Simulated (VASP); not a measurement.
# MgO: G0W0, by functional

MgO, P-6m2 (no. 187), 2 atoms in the cell.

| Functional | Quasiparticle gap on the mesh (eV) | Gap of the starting point on the mesh (eV) | Quasiparticle gap at the zone centre (eV) | Starting gap at the zone centre (eV) | Correction of the gap between the band edges on the mesh (eV) | Time (s) |
|---|---|---|---|---|---|---|
| LDA | 5.22 | 2.98 | 5.62 | 3.34 | 2.24 | 22 |
| PBE | 5.16 | 3.03 | 5.57 | 3.38 | 2.13 | 24 |
| PBEsol | 5.20 | 2.95 | 5.60 | 3.31 | 2.25 | 24 |
| r2SCAN | 5.62 | 3.79 | 6.04 | 4.15 | 1.83 | 38 |
| HSE06 | 6.05 | 4.65 | 6.47 | 5.03 | 1.40 | 123 |
| PBE0 | 6.37 | 5.41 | 6.80 | 5.79 | 0.95 | 125 |
| HF | 8.70 | 13.38 | 9.18 | 13.86 | -4.68 | 124 |
| RPBE | 5.19 | 3.13 | 5.60 | 3.48 | 2.06 | 26 |

Limits: the mesh is coarse: the screening isn't converged, and the gap may still move by about 0.1 eV.

## Input of the first row

INCAR.step1:
```
ALGO = Normal
EDIFF = 1E-8
ENCUT = 500
GGA = CA
ISMEAR = 0
KPAR = 4
LASPH = T
LCHARG = F
LREAL = F
LWAVE = T
NELM = 150
PREC = Accurate
SIGMA = 0.05
```

INCAR.step2, as INCAR.step1 but for:
```
- ALGO = Normal
- NELM = 150
+ ALGO = Exact
+ ISTART = 1
+ LOPTICS = T
+ NBANDS = 132
+ NELM = 1
```

INCAR.step3:
```
ALGO = EVGW0
ENCUT = 500
ENCUTGW = 200
GGA = CA
ISMEAR = 0
ISTART = 1
KPAR = 4
LASPH = T
LCHARG = F
LREAL = F
LWAVE = F
NBANDS = 132
NBANDSGW = 8
NELMGW = 1
NOMEGA = 48
PREC = Accurate
PRECFOCK = Fast
SIGMA = 0.05
```

KPOINTS:
```
k-points
0
Gamma
  4 4 4
```

POSCAR:
```
MgO
1.0
    2.9380209034      0.0000000000      0.0000000000
   -1.4690104517      2.5444007392      0.0000000000
    0.0000000000      0.0000000000      2.6796800000
Mg O
1 1
Direct
    0.0000000000      0.0000000000      0.0000000000
    0.3333333333      0.6666666667      0.5000000000
```

Commands (each step's output is kept before the next begins):
```
cat potpaw_LDA.64/Mg_GW/POTCAR potpaw_LDA.64/O_GW/POTCAR > POTCAR
cp INCAR.step1 INCAR
mpirun -np 4 vasp_std > vasp.out
cp INCAR.step2 INCAR
mpirun -np 4 vasp_std > vasp.out
cp INCAR.step3 INCAR
mpirun -np 4 vasp_std > vasp.out
```

Changes of the last row against the first:
```
(all steps)
- GGA = CA
+ GGA = RP
- cat potpaw_LDA.64/Mg_GW/POTCAR potpaw_LDA.64/O_GW/POTCAR > POTCAR
+ cat potpaw_PBE.64/Mg_GW/POTCAR potpaw_PBE.64/O_GW/POTCAR > POTCAR
```

VASP 6.6.1 took 22 s on 4 cores (Intel Xeon Platinum 8488C (Sapphire Rapids)), a shared host.
